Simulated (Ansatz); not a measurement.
# Calculated field gradients at the nuclei for GaSe at a changed volume

The cell is an entry of the Crystallography Open Database (COD), relaxed with PBE at fixed cell and then changed (volume scaled by 1.02, ions relaxed).

```cif
data_structure
_symmetry_space_group_name_H-M 'P 1'
_symmetry_Int_Tables_number 1
_cell_length_a 3.7748
_cell_length_b 3.7748
_cell_length_c 16.0254
_cell_angle_alpha 90.000
_cell_angle_beta 90.000
_cell_angle_gamma 120.000
_cell_volume 197.76
loop_
_atom_site_label
_atom_site_type_symbol
_atom_site_fract_x
_atom_site_fract_y
_atom_site_fract_z
_atom_site_occupancy
Ga1 Ga 0.33333 0.66667 0.92672 1
Ga2 Ga 0.66667 0.33333 0.42672 1
Ga3 Ga 0.33333 0.66667 0.57328 1
Ga4 Ga 0.66667 0.33333 0.07328 1
Se5 Se 0.33333 0.66667 0.15597 1
Se6 Se 0.66667 0.33333 0.65597 1
Se7 Se 0.33333 0.66667 0.34403 1
Se8 Se 0.66667 0.33333 0.84403 1
```

Sites (sets of like atoms) are named by element and the number of their first atom in this list.

The numbers come from a DFT calculation in Ansatz (PBE, plane waves and PAW, scalar-relativistic, 420 eV cutoff, Γ-centred 14×14×3 k-points, Fermi–Dirac smearing 0.05 eV).

Conventions: |V_zz| ≥ |V_yy| ≥ |V_xx|, η = (V_xx − V_yy)/V_zz, C_Q = eQV_zz/h.

⁷¹Ga: I = 3/2, Q = 107.0 mb. Nuclear quadrupole moments: year-2017 set (Pyykkö).

Q: Give the quadrupolar parameters of the distinct sites.

A: 

```
site  atoms (order as listed)     first shell  V_zz (10²¹ V/m²)     η  C_Q (MHz)
  Ga               1, 2, 3, 4  3 Se at 2.55 Å              0.22  0.00      0.564
  Se               5, 6, 7, 8  3 Ga at 2.55 Å             15.55  0.00          –
```

An axis of threefold or higher order runs through Ga and Se, so V_zz lies along it and η is zero.

Se has no stable isotope with a ground-state quadrupole moment in the table, so no C_Q is given.

With no gap above 0.1 eV, as in a metal, the gradients converge slowly in k; expect changes of a tenth or more on a denser mesh.
